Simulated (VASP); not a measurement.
# F2 in VASP: settings compared, part 2 of 2

VASP 6.6.1.

### 4 Relaxation of the atoms, PBE

The input, INCAR:

```
SYSTEM = F
  PREC = Accurate
  ENCUT = 600
  EDIFF = 1E-7
  ISMEAR = 0
  SIGMA = 0.01
  LREAL = .False.
  LASPH = .True.
  NELM = 80
  ALGO = Normal
  ISIF = 2
  LWAVE = .False.
  LCHARG = .False.
  GGA = PE
  IBRION = 2
  NSW = 30
  EDIFFG = -0.005
  ISYM = 0
```

The input, KPOINTS:

```
Automatic mesh
0
Gamma
  1 1 1
  0 0 0
```

The input, POSCAR:

```
F
1.0
   12.0000000000      0.0000000000      0.0000000000
    0.0000000000     12.4000000000      0.0000000000
    0.0000000000      0.0000000000     13.0000000000
F
2
Direct
    0.5000000000      0.5000000000      0.4456923077
    0.5000000000      0.5000000000      0.5543076923
```

Potentials or basis: VASP PAW PBE potentials, release 64 (F).

Launch:

```sh
$ cat potpaw_PBE.64/F/POTCAR > POTCAR
$ mpirun -np 1 vasp_std > vasp.out
```

OUTCAR:

```text
SYSTEM = F
   PREC = Accurate
   ENCUT = 600
   EDIFF = 1E-7
   ISMEAR = 0
   LREAL = .False.
   LASPH = .True.
   NELM = 80
   ISIF = 2
   GGA = PE
   IBRION = 2
   NSW = 30
   EDIFFG = -0.005
   ISYM = 0

 ion  position               nearest neighbor table
   1  0.500  0.500  0.446-   2 1.41
   2  0.500  0.500  0.554-   1 1.41

IMPORTANT INFORMATION: All symmetrisations will be switched off!
NOSYMM: (Re-)initialisation of all symmetry stuff for point group C_1.

----------------------------------------------------------------------------------------

                                     Primitive cell

  volume of cell :    1934.4000

  direct lattice vectors                    reciprocal lattice vectors
    12.000000000  0.000000000  0.000000000     0.083333333  0.000000000  0.000000000
     0.000000000 12.400000000  0.000000000     0.000000000  0.080645161  0.000000000
     0.000000000  0.000000000 13.000000000     0.000000000  0.000000000  0.076923077

  length of vectors
    12.000000000 12.400000000 13.000000000     0.083333333  0.080645161  0.076923077

  position of ions in fractional coordinates (direct lattice)
     0.500000000  0.500000000  0.445692308
     0.500000000  0.500000000  0.554307692

  ion indices of the primitive-cell ions
   primitive index   ion index
                 1           1
                 2           2

----------------------------------------------------------------------------------------

 KPOINTS: Automatic mesh

Automatic generation of k-mesh.
 Grid dimensions read from file:
 generate k-points for:    1    1    1

 Generating k-lattice:

  Cartesian coordinates                     Fractional coordinates (reciprocal lattice)
     0.083333333  0.000000000  0.000000000     1.000000000  0.000000000  0.000000000
     0.000000000  0.080645161  0.000000000     0.000000000  1.000000000  0.000000000
     0.000000000  0.000000000  0.076923077     0.000000000  0.000000000  1.000000000

  Length of vectors
     0.083333333  0.080645161  0.076923077

  Shift w.r.t. Gamma in fractional coordinates (k-lattice)
     0.000000000  0.000000000  0.000000000

 Subroutine IBZKPT returns following result:
 ===========================================

 Found      1 irreducible k-points:

 Following reciprocal coordinates:
            Coordinates               Weight
  0.000000  0.000000  0.000000      1.000000
   k-points           NKPTS =      1   k-points in BZ     NKDIM =      1   number of bands    NBANDS=     11
   number of dos      NEDOS =    301   number of ions     NIONS =      2
   total plane-waves  NPLWV = ******
   dimension x,y,z NGX =    96 NGY =  100 NGZ =  108
   dimension x,y,z NGXF=   192 NGYF=  200 NGZF=  216
   ions per type =               2
   NGX,Y,Z   is equivalent  to a cutoff of  13.30, 13.41, 13.81 a.u.
   NGXF,Y,Z  is equivalent  to a cutoff of  26.60, 26.81, 27.62 a.u.
 SYSTEM =  F
   PREC   = accura    normal or accurate (medium, high low for compatibility)
   ISTART =      0    job   : 0-new  1-cont  2-samecut
   ICHARG =      2    charge: 1-file 2-atom 10-const
   ISPIN  =      1    spin polarized calculation?
   LNONCOLLINEAR =      F non collinear calculations
   LSORBIT =      F    spin-orbit coupling
   LASPH  =      T    aspherical Exc in radial PAW
   ENCUT  =  600.0 eV  44.10 Ry    6.64 a.u.  23.97 24.77 25.96*2*pi/ulx,y,z
   NELM   =     80;   NELMIN=  2; NELMDL= -5     # of ELM steps
   EDIFF  = 0.1E-06   stopping-criterion for ELM
   LREAL  =      F    real-space projection
   EDIFFG = -.5E-02   stopping-criterion for IOM
   NSW    =     30    number of steps for IOM
   IBRION =      2    ionic relax: 0-MD 1-quasi-New 2-CG
   NFREE  =      1    steps in history (QN), initial steepest desc. (CG)
   ISIF   =      2    stress and relaxation
   ISYM   =      0    0-nonsym 1-usesym 2-fastsym
   POTIM  = 0.5000    time-step for ionic-motion
   TEBEG  =    0.0;   TEEND  =   0.0 temperature during run
   PSTRESS=    0.0 pullay stress
   NELECT =      14.0000    total number of electrons
   NUPDOWN=      -1.0000    fix difference up-down
   EMIN   =  10.00;   EMAX   =-10.00  energy-range for DOS
   EFERMI =   0.00;   METHOD = LEGACY
   ISMEAR =     0;   SIGMA  =   0.01  broadening in eV -4-tet -1-fermi 0-gaus
   EFERMI_NEDOS =   21; number of points for ismear=-14 and -15
   IALGO  =     38    algorithm
   IMIX   =      4    mixing-type and parameters
     AMIX     =   0.40;   BMIX     =  1.00
     AMIX_MAG =   1.60;   BMIX_MAG =  1.00
  volume/ion in A,a.u.               =     967.20      6526.99
  Fermi-wavevector in a.u.,A,eV,Ry     =   0.316666  0.598413  1.364360  0.100278
  Thomas-Fermi vector in A             =   1.199927
   LORBIT       =      0    0 simple, 1 ext, 2 COOP (PROOUT), +10 PAW based schemes
   GGA     = PE    functional components
   LHFCALC =     F    Hartree Fock is set to
   AEXX    =    0.0000 exact exchange contribution
   IVDW    =     0    specifies the selected vdW correction
   LEPSILON=     F    determine dielectric tensor
   LRPA    =     F    only Hartree local field effects (RPA)
 conjugate gradient relaxation of ions
 non-spin polarized calculation
 Gauss-broadening in eV      SIGMA  =   0.01
  energy-cutoff  :      600.00
  volume of cell :     1934.40
 maximum number of plane-waves:     64477
 NGX is ok and might be reduce to    96
   NGX = 47   NGY = 49   NGZ = 51

--------------------------------------- Ionic step        1  -------------------------------------------

 number of electron      14.0000001 magnetization

 Free energy of the ion-electron system (eV)
  ---------------------------------------------------
  ext. energy  EPLUGINS =         0.00000000
  ---------------------------------------------------
  free energy    TOTEN  =        -3.61961462 eV

  energy without entropy =       -3.61961462  energy(sigma->0) =       -3.61961462

------------------------ aborting loop because EDIFF is reached ----------------------------------------

  FORCE on cell =-STRESS in cart. coord.  units (eV):
  Direction    XX          YY          ZZ          XY          YZ          ZX
  --------------------------------------------------------------------------------------
  -------------------------------------------------------------------------------------
  Total       -0.0832466     -0.0835833      0.4965271      0.0000000     -0.0000000     -0.0000000
  in kB       -0.0689494     -0.0692283      0.4112512      0.0000000     -0.0000000     -0.0000000
  external PRESSURE =       0.0910245 kB  Pullay stress =       0.0000000 kB
[... 57 lines left out ...]
  energy  without entropy=       -3.6078503592  energy(sigma->0) =       -3.60785036

--------------------------------------- Ionic step        3  -------------------------------------------

 number of electron      14.0000001 magnetization

 Free energy of the ion-electron system (eV)
  ---------------------------------------------------
  ext. energy  EPLUGINS =         0.00000000
  ---------------------------------------------------
  free energy    TOTEN  =        -3.62214347 eV

  energy without entropy =       -3.62214347  energy(sigma->0) =       -3.62214347

 E-fermi :  -9.3036     XC(G=0):  -0.2865

 val. band max:       -9.4315448436   @ k =   0.0000   0.0000   0.0000
 cond. band min:      -6.0178800157   @ k =   0.0000   0.0000   0.0000
 fundamental gap:      3.4136648279
 Fermi energy:        -9.3035667785

 k-point     1 :       0.0000    0.0000    0.0000
  band No.  band energies     occupation
      1     -33.8441      2.00000
      2     -27.7206      2.00000
      3     -15.3014      2.00000
      4     -12.7120      2.00000
      5     -12.7120      2.00000
      6      -9.4315      2.00000
      7      -9.4315      2.00000
      8      -6.0179      0.00000
      9      -0.2375      0.00000
     10       0.5846      0.00000
     11       0.7241      0.00000
[... 27 lines left out ...]
  FREE ENERGIE OF THE ION-ELECTRON SYSTEM (eV)
  ---------------------------------------------------
  free  energy   TOTEN  =        -3.6221434708 eV

  energy  without entropy=       -3.6221434708  energy(sigma->0) =       -3.62214347

 reached required accuracy - stopping structural energy minimisation
```

It took 7 min on 1 thread of Intel Xeon Platinum 8488C (Sapphire Rapids), shared host; peak memory 1.9 GiB.

What came out:

* Free energy: -3.6221 eV
* Energy gained by relaxing: 1.3 meV/atom
* Ionic steps: 3
* Gap between the frontier levels: 3.41 eV

The path:
```tsv
step	energy change (eV)	largest force (eV/Å)	pressure (GPa)
1	0.0000	0.4297	0.01
2	0.0118	0.9389	-0.04
3	-0.0025	0.0006	-0.01
```

Final structure:
```
CELL_PARAMETERS angstrom
12.00000 0.00000 0.00000
0.00000 12.40000 0.00000
0.00000 0.00000 13.00000
ATOMIC_POSITIONS crystal
F 0.50000 0.50000 0.44523
F 0.50000 0.50000 0.55477
```

### 5 The runs side by side

```tsv
level	gap on the mesh (eV)
PBEsol	3.52
PBE+D3(BJ)	3.41
PBE	3.41
```

Alike in all rows: task relaxation of the atoms; potentials or basis VASP PAW PBE potentials, release 64 (F); no spin polarisation; cell atoms relaxed; k mesh 1 × 1 × 1; cutoff (eV) 600; smearing gaussian 0.01 eV.

Caveats: the PAW data sets were made with another functional, which shifts forces and pressure a little (some runs).

Total energies depend on the potentials used, so only differences within one code and one set of settings carry meaning.
